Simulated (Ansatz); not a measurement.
# HfO2: the cost of one run

The runs shown are made with Ansatz 0.2.0. PAW datasets, plane waves. The values are computed, spin-unpolarised, and not measurements.

## Step 1: The structure to begin with

The cell was relaxed beforehand with r2SCAN.

Space group P4_2/mnm (No. 136), tetragonal; conventional cell a = 4.838 Å, c = 3.220 Å, 12.56 Å³ an atom. Near Hf stand 6 O at 2.09 Å; near O stand 3 Hf at 2.09 Å.

As a file:

Space group P4_2/mnm (No. 136). a = 4.838 Å, b = 4.838 Å, c = 3.220 Å, α = 90.00°, β = 90.00°, γ = 90.00°
```tsv
atom	site	symmetry	x	y	z
Hf	2a	m.mm	0.0000	0.0000	0.0000
O	4f	m.2m	0.1950	0.8050	0.5000
```

## Step 2: Band structure with PBE

The input, input.yaml:

```yaml
crystal:
  lattice:
    - [4.8382985915, 0.0, 0.0]
    - [0.0, 4.8382985915, 0.0]
    - [0.0, 0.0, 3.2199928861]
  atoms:
    - { symbol: Hf, position: [0.0, 0.0, 0.0] }
    - { symbol: Hf, position: [0.5, 0.5, 0.5] }
    - { symbol: O, position: [0.194954328, 0.805045672, 0.5] }
    - { symbol: O, position: [0.305045672, 0.305045672, 0.0] }
    - { symbol: O, position: [0.694954328, 0.694954328, 0.0] }
    - { symbol: O, position: [0.805045672, 0.194954328, 0.5] }
kpoints:
  mp_grid: { grid: [6, 6, 8] }
  band_path:
    path:
      - [[0.0, 0.0, 0.0], [6.683762459644e-52, 0.5, 0.0], [0.5, 0.5, 0.0], [0.0, 0.0, 0.0], [0.0, 0.0, 0.5], [6.683762459644e-52, 0.5, 0.5], [0.5, 0.5, 0.5], [0.0, 0.0, 0.5]]
      - [[6.683762459644e-52, 0.5, 0.0], [6.683762459644e-52, 0.5, 0.5]]
      - [[0.5, 0.5, 0.0], [0.5, 0.5, 0.5]]
    npoints: 10
hamiltonian:
  xc: pbe
scf:
  occupations: { method: fermi_dirac, width: 0.02 }
  n_extra_bands: 5
output:
  forces: true
  stress: true
  eigenvalues: true
```

Launch:

```console
$ ansatz run input.yaml --threads 4 --pin off --max-ram 6451MiB --backend cpu --events-out ev --progress --plain --runs-dir out
```

**Question.** How long does this run take on 4 threads of Arm Neoverse V1, shared host, and how much memory does it need?

About 5.6 s, with a peak of 0.46 GiB.
